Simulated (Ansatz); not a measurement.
# BaTiO3 (Pm-3m): a soft mode frozen in

Which phase does BaTiO3 (Pm-3m) fall into along its unstable mode, and how much energy does it gain?

Program: Ansatz 0.2.0. Level of theory: DFT PBEsol, scalar-relativistic, plane waves, PAW. Results are calculated unless marked as measured.

## Step 1: Starting point

It takes space group Pm-3m (No. 221, cubic). Conventional cell: a = 3.970 Å, b = 3.970 Å, c = 3.970 Å, α = 90.00°, β = 90.00°, γ = 90.00°. Nearest to Ba lie 12 O at 2.81 Å. Ti has 6 O at 1.98 Å nearest. O has 2 Ti at 1.98 Å and 4 Ba at 2.81 Å nearest. Farther neighbours and most contacts between anions are not listed.

## Step 2: Linear response at the zone centre

The cell comes from relaxations at this level that are not shown. The zone centre is the only wavevector solved here; it holds the modes that light can see, as far as symmetry allows. The response to a homogeneous field gives the Born charges and the dielectric tensor, and its change with displacement the Raman tensors.

input.yaml reads:

```yaml
crystal:
  lattice:
    - [3.9698861529, 0.0, 0.0]
    - [0.0, 3.9698861529, 0.0]
    - [0.0, 0.0, 3.9698861529]
  atoms:
    - { symbol: Ba, position: [0.5, 0.5, 0.5] }
    - { symbol: Ti, position: [0.0, 0.0, 0.0] }
    - { symbol: O, position: [0.5, 0.0, 0.0] }
    - { symbol: O, position: [0.0, 0.5, 0.0] }
    - { symbol: O, position: [0.0, 0.0, 0.5] }
kpoints:
  mp_grid: { grid: [8, 8, 8] }
hamiltonian:
  xc: pbesol
scf:
  occupations: { method: fixed }
output:
  eigenvalues: true
phonons:
  method: dfpt
  dielectric: true
  rigid_motions: translations
  raman: true
```

Launch:

```bash
> ansatz run input.yaml --threads 4 --pin off --max-ram 7168MiB --backend cpu --events-out ev --progress --plain --runs-dir out
```

Numbers of over 12 decimals in the logs are rounded to 6 here.

The program printed:

```text
Engine: ansatz 0.2.0, aarch64-unknown-linux-gnu
Pseudopotentials: kind: paw
Pseudopotential: Ba, paw, valence charge 10, recommended cutoff 420 eV (normal), Ba.paw.azcp
Pseudopotential: Ti, paw, valence charge 12, recommended cutoff 420 eV (normal), Ti.paw.azcp
Pseudopotential: O, paw, valence charge 6, recommended cutoff 420 eV (normal), O.paw.azcp
Functional definition: PBEsol
  exchange = pbesol_x
  correlation = pbesol_c
Crystal: 5 atoms, lattice volume = 62.565 Å³
Basis set: ecut = 420 eV, 1237 PW (Γ), exchange–correlation on 54×54×54 points (8 copies of the dense FFT grid, shifted against one another)
Bands: 25, of which v1, the nominal top of the filled ones, is band 20 counted from 1 (19 counted from 0)
Symmetry: 48 space group operations
k-points: 170 of 512 (irreducible under 2 space group operations, time reversal used)
Non-local potential: Ba, projectors of the file, l = 0: 3, l = 1: 2, l = 2: 2, l = 3: 2
Non-local potential: Ti, projectors of the file, l = 0: 3, l = 1: 2, l = 2: 3, l = 3: 1
Non-local potential: O, projectors of the file, l = 0: 2, l = 1: 2, l = 2: 1
PAW form: soft (Blöchl's): semilocal exchange-correlation on the pseudo side does not see the compensation charge
PAW frozen core: Ba, regenerated for the run's functional, and the local potential with it (the file was generated under x = pbe(κ = 0.804, μ = 0.219515), c = pbe(β = 0.066725))
PAW frozen core: Ti, regenerated for the run's functional, and the local potential with it (the file was generated under x = pbe(κ = 0.804, μ = 0.219515), c = pbe(β = 0.066725))
PAW frozen core: O, regenerated for the run's functional, and the local potential with it (the file was generated under x = pbe(κ = 0.804, μ = 0.219515), c = pbe(β = 0.066725))
PAW one-centre angular grid: Ba, 194 points (default); XC on 64 Gauss nodes
PAW one-centre angular grid: Ti, 590 points (default); XC on 64 Gauss nodes
PAW one-centre angular grid: O, 110 points (default); XC on 64 Gauss nodes
Initial density: superposition of atomic densities (neutral atoms: chi_scale 0, normalization atom), corrected by the library's trained network
Initial wavefunctions: pseudopotential atomic-orbital guess
Functional: x = pbesol(κ = 0.804, μ = 0.123457), c = pbesol(β = 0.046)
SCF iter   1: F=—  HF=-10027.496022 eV  |F-HF|=—  |Δ(HF+E_count)|=         —  Δρ=1.69e-2  dr2=1.54e-1  ethr=1.77e-3  ⟨swp⟩=4.4  Hψ=17932  notcnv=0  defer=358
preconditioner: auto → Resta (q_TF=auto, 2.532 Å⁻¹)  ε∞=5.9  [insulator: Δε(μ)=1.625 eV  Ē_g=11.949 eV  n_scr=18 (ndim 8)  ℏωp=26.6 eV  f_vac=0.000  ε∞_Penn≈5.9]
SCF iter   2: F=—  HF=-10027.469962 eV  |F-HF|=—  |Δ(HF+E_count)|=   2.61e-2  Δρ=8.14e-3  dr2=4.05e-2  ethr=3.84e-4  ⟨swp⟩=2.0  Hψ=7709  notcnv=0  defer=389
SCF iter   3: F=—  HF=-10027.462768 eV  |F-HF|=—  |Δ(HF+E_count)|=   7.19e-3  Δρ=1.93e-3  dr2=2.02e-3  ethr=1.01e-4  ⟨swp⟩=2.7  Hψ=6219  notcnv=0  defer=436
SCF iter   4: F=—  HF=-10027.462483 eV  |F-HF|=—  |Δ(HF+E_count)|=   2.85e-4  Δρ=6.33e-4  dr2=1.69e-4  ethr=5.05e-6  ⟨swp⟩=2.1  Hψ=7817  notcnv=0  defer=486
SCF iter   5: F=—  HF=-10027.462517 eV  |F-HF|=—  |Δ(HF+E_count)|=   3.42e-5  Δρ=1.35e-4  dr2=1.26e-5  ethr=4.22e-7  ⟨swp⟩=2.5  Hψ=6853  notcnv=0  defer=491
SCF iter   6: F=—  HF=-10027.462518 eV  |F-HF|=—  |Δ(HF+E_count)|=   8.96e-7  Δρ=4.57e-5  dr2=1.33e-6  ethr=3.16e-8  ⟨swp⟩=2.0  Hψ=6941  notcnv=0  defer=171
SCF iter   7: F=—  HF=-10027.462518 eV  |F-HF|=—  |Δ(HF+E_count)|=   2.05e-7  Δρ=7.47e-6  dr2=3.08e-8  ethr=3.34e-9  ⟨swp⟩=2.1  Hψ=6557  notcnv=0  defer=170
SCF iter   8: F=—  HF=-10027.462518 eV  |F-HF|=—  |Δ(HF+E_count)|=   7.47e-9  Δρ=8.90e-7  dr2=4.95e-10  ethr=7.71e-11  ⟨swp⟩=2.0  Hψ=7057  notcnv=0  defer=170
SCF iter   9: F=-10027.462518 eV  HF=-10027.462518 eV  |F-HF|=3.64e-12  |Δ(HF+E_count)|=  1.71e-10  Δρ=1.43e-7  dr2=1.26e-11  ethr=1.00e-12  ⟨swp⟩=12.5  Hψ=30235  notcnv=0
SCF 1 converged in 9 iterations: F = -10027.462518 eV  dr2 = 1.26e-11
  greatest PAW one-centre occupation: 0.999 electrons in one spin orbital (limit 2), on the Ti atom at site 1 (counted from 0), in its partial waves of l = 0
DFPT response loops at Γ: preconditioner auto → none (the input reference at scf.mixing.eps_inf says where Resta's filter doesn't serve); β = 0.50; Broyden in place of MSR1
── the response to a field inside a basis, on 8×8×8 k-points: an SCF that follows is theirs, and a resumed run solves both again ──
Bands: 21, of which v1, the nominal top of the filled ones, is band 20 counted from 1 (19 counted from 0)
k-points: 20
Initial density: handed on by an earlier stage of this run
Initial wavefunctions: pseudopotential atomic-orbital guess (no wavefunctions were taken with the density)
Eigensolver: Dense (20 Hₖ)
SCF iter   1: F=—  HF=-10027.458643 eV  |F-HF|=—  |Δ(HF+E_count)|=         —  Δρ=4.90e-4  dr2=2.95e-5  ethr=1.00e-1
preconditioner: auto → Resta (q_TF=auto, 2.532 Å⁻¹)  ε∞=7.3  [insulator: Δε(μ)=1.974 eV  Ē_g=10.600 eV  n_scr=18 (ndim 8)  ℏωp=26.6 eV  f_vac=0.000  ε∞_Penn≈7.3]
SCF iter   2: F=—  HF=-10027.458641 eV  |F-HF|=—  |Δ(HF+E_count)|=   1.89e-6  Δρ=2.22e-4  dr2=1.36e-5  ethr=7.36e-8
SCF iter   3: F=—  HF=-10027.458641 eV  |F-HF|=—  |Δ(HF+E_count)|=   1.36e-7  Δρ=1.22e-4  dr2=2.79e-6  ethr=3.39e-8
SCF iter   4: F=—  HF=-10027.458641 eV  |F-HF|=—  |Δ(HF+E_count)|=   4.71e-8  Δρ=2.10e-5  dr2=1.55e-7  ethr=6.97e-9
SCF iter   5: F=—  HF=-10027.458641 eV  |F-HF|=—  |Δ(HF+E_count)|=   1.52e-8  Δρ=3.46e-6  dr2=1.22e-8  ethr=3.88e-10
SCF iter   6: F=—  HF=-10027.458641 eV  |F-HF|=—  |Δ(HF+E_count)|=   2.28e-9  Δρ=8.82e-7  dr2=5.17e-10  ethr=3.04e-11
SCF iter   7: F=-10027.458641 eV  HF=-10027.458641 eV  |F-HF|=1.09e-11  |Δ(HF+E_count)|=  1.82e-11  Δρ=1.73e-7  dr2=2.27e-11  ethr=1.29e-12
SCF 1 converged in 7 iterations: F = -10027.458641 eV  dr2 = 2.27e-11
DFPT response loops at Γ: mixed as the last ones told, above
DFPT response loops at Γ: mixed as the last ones told, above
SCF converged after 9 iterations
Free energy (F): -10027.462518 eV
Harris-Foulkes:  -10027.462518 eV  (|F-HF|=3.64e-12)
Internal energy: -10027.462518 eV  (E = F + TS)
E sigma→0 (E₀):  -10027.462518 eV
Fermi energy:    10.508798 eV
--- Per-component energies (eV) ---
  E_band       = -129.625273
  E_kinetic    = 969.250689
  E_local      = -2060.413132  (includes V_loc(G=0)·N_el)
  E_nonlocal   = 206.952582
  E_hartree    = 804.008039
  E_xc         = -486.768823
  E_vxc        = -543.795360  (∫ρ·V_xc dr)
  E_paw        = -6616.850928  (= ΣΔE_a)
  E_vpaw       = -309.643519  (= ΣTr[D̂ρ^β])
  E_aug_tail   = 0.007472  (compensation charges beyond the density's cutoff)
  E_ewald      = -2844.045097
  E_core_change = 0.396681  (= ΣΔE_core)
  E_smearing   = -0.000000  (= −TS)
  E_closure    = 0.000000  (closes the sum)
  Σ components = -10027.462518   (vs F -10027.462518, Δ=0.00e0)
--- Band table (eV; the first three rows and the last of 170) ---
  k-point 0: bands = [... 16 lower, 9.3388, 10.4315, 10.4315, 10.4315, 12.3251, 12.3251, 12.3251, 14.6886, ... 1 higher]
  k-point 1: bands = [... 16 lower, 9.1999, 10.0238, 10.3104, 10.3104, 12.3452, 12.6612, 12.6612, 14.6903, ... 1 higher]
  k-point 2: bands = [... 16 lower, 8.8989, 9.2940, 10.0853, 10.0853, 12.3947, 13.3406, 13.3406, 14.6931, ... 1 higher]
  k-point 169: bands = [... 16 lower, 8.1774, 10.5088, 10.5088, 10.5088, 14.8902, 14.8902, 14.8902, 17.3726, ... 1 higher]
--- Phonons (Γ-DFPT): 4 representative perturbations + reference, on 170 of 512 k-points (Σ response iterations 13) ---
  k mesh reduced under 2 symmetry operations, with k and −k counted as one. Each operation leaves every solved perturbation unchanged. A smaller set is not considered because the run solves the response to a homogeneous field
  ASR residual: 1.359e-4 → 0.000e0 eV/Å²; symmetrization residual: 2.064e-6 eV/Å²
  ASR residual per site (eV/Å²): 1.64e-5 2.14e-5 1.36e-4 1.36e-4 1.36e-4
  Γ frequencies (cm⁻¹): -187.88 -187.88 -187.88 0.00 0.00 0.00 172.61 172.61 172.61 280.80 280.80 280.80 467.19 467.19 467.19
  ε∞ (high-frequency dielectric tensor):
        6.727121     0.000000     0.000000
        0.000000     6.727121     0.000000
        0.000000     0.000000     6.727121
  softest optical mode at Γ: -187.88 cm⁻¹; the repairs (sum rule, projections) moved no ω² at Γ by more than (1.68 cm⁻¹)²
  Born effective charges Z* (e; rows j = field, columns β = displacement):
    site 0:
         2.77822    0.00000   -0.00000
         0.00000    2.77822    0.00000
        -0.00000    0.00000    2.77822
    site 1:
         7.34149    0.00000   -0.00000
         0.00000    7.34149    0.00000
        -0.00000    0.00000    7.34149
    site 2:
        -5.80473   -0.00000   -0.00000
         0.00000   -2.15749    0.00000
        -0.00000    0.00000   -2.15749
    site 3:
        -2.15749    0.00000    0.00000
         0.00000   -5.80473    0.00000
         0.00000    0.00000   -2.15749
    site 4:
        -2.15749   -0.00000    0.00000
        -0.00000   -2.15749    0.00000
         0.00000    0.00000   -5.80473
  Z* charge neutrality: 2.248e-4 e pre-enforcement
  solved inside a basis spanned on kpoints, on 8×8×8 k-points transformed towards the longest dipole: ε∞ is read to err by 1.9e-2, Z* by 2.4e-2 e (field_mesh: kpoints solves on kpoints); Z* is corrected for what the basis lacks
  Raman tensors (in the event stream and the table raman_tensors.tsv): an entry may err by 1.8e-3 Å², one of the second-order susceptibility by 7.6e-19 pm/V (basis, points and sum rule); their sum over the sites missed zero by 1.221e-20 Å² ahead of its enforcement
  optical modes at Γ without the LO–TO term, one row a degenerate level:
      ω (cm⁻¹)  modes    IR ((D/Å)²/amu)  static Raman (Å⁴/amu)  depolarisation
       -187.88      3           253.1055                 0.0000               —
        172.61      3             6.6931                 0.0000               —
        280.80      3             0.0000                 0.0000               —
        467.19      3             8.0623                 0.0000               —
  optical modes at Γ + LO–TO along q̂ = [1.0000, 0.0000, 0.0000]:
      ω (cm⁻¹)  modes    IR ((D/Å)²/amu)  static Raman (Å⁴/amu)  depolarisation
       -187.88      2           168.7370                 0.0000               —
        166.77      1             0.0661                 0.0000               —
        172.61      2             4.4621                 0.0000               —
        280.80      3             0.0000                 0.0000               —
        449.99      1             3.1482                 0.0000               —
        467.19      2             5.3749                 0.0000               —
        659.48      1            86.0727                 0.0000               —
  optical modes at Γ + LO–TO along q̂ = [0.0000, 1.0000, 0.0000]:
      ω (cm⁻¹)  modes    IR ((D/Å)²/amu)  static Raman (Å⁴/amu)  depolarisation
       -187.88      2           168.7370                 0.0000               —
        166.77      1             0.0661                 0.0000               —
        172.61      2             4.4621                 0.0000               —
        280.80      3             0.0000                 0.0000               —
        449.99      1             3.1482                 0.0000               —
        467.19      2             5.3749                 0.0000               —
        659.48      1            86.0727                 0.0000               —
  optical modes at Γ + LO–TO along q̂ = [0.0000, 0.0000, 1.0000]:
      ω (cm⁻¹)  modes    IR ((D/Å)²/amu)  static Raman (Å⁴/amu)  depolarisation
       -187.88      2           168.7370                 0.0000               —
        166.77      1             0.0661                 0.0000               —
        172.61      2             4.4621                 0.0000               —
        280.80      3             0.0000                 0.0000               —
        449.99      1             3.1482                 0.0000               —
        467.19      2             5.3749                 0.0000               —
        659.48      1            86.0727                 0.0000               —
```

It took 4.2 min on 4 threads of Arm Neoverse N1, shared host; peak memory 1.4 GiB.

This step gave:

- gap on the k-mesh: 1.816 eV
- volume per atom: 12.51 Å³
- sum-rule residual before enforcement: 1.36e-4 eV/Å²
- miss of the charge sum rule: 2.25e-4 e
- estimated error of the dielectric tensor: 0.01883
- estimated error of the Born charges: 0.02384 e
- point group: m-3m
- highest optical mode at the zone centre (no LO-TO term): 467.2 cm⁻¹
- lowest optical zone-centre mode: -187.9 cm⁻¹
- mean high-frequency dielectric constant: 6.727
- largest Born charge (third of the trace): 7.341 e
- top of the zone-centre spectrum with the field: 659.5 cm⁻¹

Without the LO-TO term. Patterns of degenerate modes are one choice out of their space. Modes at Γ, with each element's share of the kinetic energy (negative means imaginary):

| mode | frequency (cm⁻¹) | symmetry | Ba % | Ti % | O % |
| --- | --- | --- | --- | --- | --- |
| 1 | -187.9 | T1u | 0 | 46 | 54 |
| 2 | -187.9 | T1u | 0 | 46 | 54 |
| 3 | -187.9 | T1u | 0 | 46 | 54 |
| 4 | 0.0 | acoustic | 59 | 21 | 21 |
| 5 | 0.0 | acoustic | 59 | 21 | 21 |
| 6 | 0.0 | acoustic | 59 | 21 | 21 |
| 7 | 172.6 | T1u | 41 | 31 | 28 |
| 8 | 172.6 | T1u | 41 | 31 | 28 |
| 9 | 172.6 | T1u | 41 | 31 | 28 |
| 10 | 280.8 | T2u | 0 | 0 | 100 |
| 11 | 280.8 | T2u | 0 | 0 | 100 |
| 12 | 280.8 | T2u | 0 | 0 | 100 |
| 13 | 467.2 | T1u | 0 | 3 | 97 |
| 14 | 467.2 | T1u | 0 | 3 | 97 |
| 15 | 467.2 | T1u | 0 | 3 | 97 |

Displacements in mode 1 (-187.9 cm⁻¹), the largest set to 1:
```
Ba1  0.00  0.01  0.01
Ti2 -0.01  0.39  0.67
O3   0.02 -0.32 -0.54
O4   0.01 -0.59 -0.54
O5   0.01 -0.32 -1.00
```

Displacements in mode 15 (467.2 cm⁻¹), the largest set to 1:
```
Ba1  0.00 -0.01  0.00
Ti2  0.00  0.14 -0.08
O3   0.00 -0.67  0.37
O4   0.00  1.00  0.37
O5   0.00 -0.67 -0.55
```

Before it was imposed, the acoustic sum rule was missed by 1.4e-4 eV/Å² and the charge sum rule by 2.2e-4 e. Small misses are needed for a sound result but don't prove that mesh and cutoff are converged. The lowest optical mode is imaginary, 187.9i cm⁻¹, so the energy falls along it.

## Step 3: The mode frozen in, largest atomic shift 0 Å

The mode followed lies at Γ with frequency 187.9i cm⁻¹ and is 3-fold degenerate, the softest among the wavevectors solved. At small amplitude the distorted cell has space group no. 99 by a symmetry search on the positions. The undistorted cell that holds it gives the zero of energy on the same k mesh.

input.yaml, as its differences from that of step 2:

```diff
@@ -16,9 +16,6 @@
 scf:
-  occupations: { method: fixed }
+  occupations: { method: gaussian, width: 0.02 }
 output:
+  forces: true
+  stress: true
   eigenvalues: true
-phonons:
-  method: dfpt
-  dielectric: true
-  rigid_motions: translations
-  raman: true
```

The program printed:

```text
[...]
Crystal: 5 atoms, lattice volume = 62.565 Å³
Basis set: ecut = 420 eV, 1237 PW (Γ), exchange–correlation on 54×54×54 points (8 copies of the dense FFT grid, shifted against one another)
Bands: 25, of which v1, the nominal top of the filled ones, is band 20 counted from 1 (19 counted from 0)
Symmetry: 48 space group operations
[...]
k-points: 35 of 512
[...]
k-point 0: bands = [... 16 lower, 9.3389, 10.4315, 10.4315, 10.4315, 12.3252, 12.3252, 12.3252, 14.6887, ... 1 higher]
  k-point 1: bands = [... 16 lower, 9.2000, 10.0238, 10.3104, 10.3104, 12.3453, 12.6613, 12.6613, 14.6904, ... 1 higher]
  k-point 2: bands = [... 16 lower, 8.8990, 9.2940, 10.0854, 10.0854, 12.3948, 13.3407, 13.3407, 14.6932, ... 1 higher]
  k-point 34: bands = [... 16 lower, 8.1775, 10.5088, 10.5088, 10.5088, 14.8903, 14.8903, 14.8903, 17.3726, ... 1 higher]
[key lines of the parts left out:]
SCF converged after 6 iterations
Free energy (F): -10027.462518 eV
Fermi energy:    11.417036 eV
P = ⅓ Tr σ = -0.0078 GPa (-0.078 kbar)
```

Run time: 2 s. Hardware: 4 threads; peak memory 0.39 GiB; 6.9 s of CPU time.

Numbers from this step:

```
pressure                         : -0.007837 GPa
energy from the undistorted cell : 0 meV/atom
```

At this level the gap is 1.82 eV on the k-mesh of the self-consistent run, which can miss the band edges.

## Step 4: The mode frozen in, largest atomic shift 0.08 Å

The atoms are moved along the unstable eigenvector, the largest shift by 0.08 Å, with the cell fixed.

input.yaml, the sections that differ from step 3:

```yaml
crystal:
  lattice:
    - [3.9698861529, 0.0, 0.0]
    - [0.0, 3.9698861529, 0.0]
    - [0.0, 0.0, 3.9698861529]
  atoms:
    - { symbol: Ba, position: [0.5, 0.4998062302, 0.5] }
    - { symbol: Ti, position: [0.0, -0.013434813, 0.0] }
    - { symbol: O, position: [0.5, 0.0108533907, 0.0] }
    - { symbol: O, position: [0.0, 0.5201517114, 0.0] }
    - { symbol: O, position: [0.0, 0.0108533907, 0.5] }
# kpoints, hamiltonian, scf, output: as in step 3
```

The program printed:

```text
[...]
Crystal: 5 atoms, lattice volume = 62.565 Å³
Basis set: ecut = 420 eV, 1237 PW (Γ), exchange–correlation on 54×54×54 points (8 copies of the dense FFT grid, shifted against one another)
Bands: 25, of which v1, the nominal top of the filled ones, is band 20 counted from 1 (19 counted from 0)
Symmetry: 8 space group operations
[...]
k-points: 75 of 512 (time reversal used)
[...]
--- Band table (eV; the first three rows and the last of 75) ---
  k-point 0: bands = [... 16 lower, 9.3510, 10.2958, 10.3084, 10.3084, 12.4028, 12.6484, 12.6484, 14.8049]
  k-point 1: bands = [... 16 lower, 9.2468, 9.9198, 10.1643, 10.2652, 12.6533, 12.7451, 12.8583, 14.9122]
  k-point 2: bands = [... 16 lower, 8.9834, 9.3137, 9.9063, 10.0139, 12.7002, 13.4106, 13.4410, 14.9196]
  k-point 74: bands = [... 16 lower, 8.2286, 10.4573, 10.4573, 10.5482, 14.9504, 14.9831, 14.9831, 17.2262]
[key lines of the parts left out:]
SCF converged after 6 iterations
Free energy (F): -10027.469761 eV
Fermi energy:    11.475524 eV
P = ⅓ Tr σ = 1.1551 GPa (11.551 kbar)
```

The job ended after 5.8 s (4 threads; peak memory 0.46 GiB).

Numbers from this step:

```yaml
pressure: 1.155 GPa
gap_on_the_k_mesh: 1.855 eV
energy_from_the_undistorted_cell: -1.449 meV/atom
```

The energy, extrapolated to zero smearing, is -1.45 meV/atom against the undistorted cell.

The run ends at a pressure of 1.16 GPa, with forces up to 0.13 eV/Å.

## Step 5: Energy along the mode, all amplitudes (two of the runs are shown above)

An imaginary frequency means negative curvature, so the energy should fall and then rise again as anharmonic terms take over.

Numbers from this step:

| Property | Result |
| --- | --- |
| depth at the lowest point sampled | 1.449 meV/atom |
| largest atomic shift at that point | 0.08 Å |

Table of energy from the parent by largest atomic shift:

| largest atomic shift (Å) | energy from the parent (meV/atom) |
| --- | --- |
| 0.0000 | 0 |
| 0.0400 | -0.809 |
| 0.0800 | -1.45 |
| 0.1400 | 9.05 |

Displacement at unit largest shift by atom:

| atom | x (Å) | y (Å) | z (Å) | size |
| --- | --- | --- | --- | --- |
| Ba1 | 0.00 | -0.01 | 0.00 | 0.01 |
| Ti2 | 0.00 | -0.67 | 0.00 | 0.67 |
| O3 | 0.00 | 0.54 | 0.00 | 0.54 |
| O4 | 0.00 | 1.00 | 0.00 | 1.00 |
| O5 | 0.00 | 0.54 | 0.00 | 0.54 |

The lowest of the steps tried is at 0.08 Å, 1.45 meV/atom below the parent; the bottom of the well need not coincide with a step.

(Part 1 of 3 ends here.)

[Logs are printed without paths, hosts, clocks, repeated set-up lines and the standing remarks that a program may print on its own settings, such as how far it seeks lower states.]

[Hosts, paths, dates, database ids (printed as entryN), source tags and the programs' standing remarks are cut or masked in the printed files.]
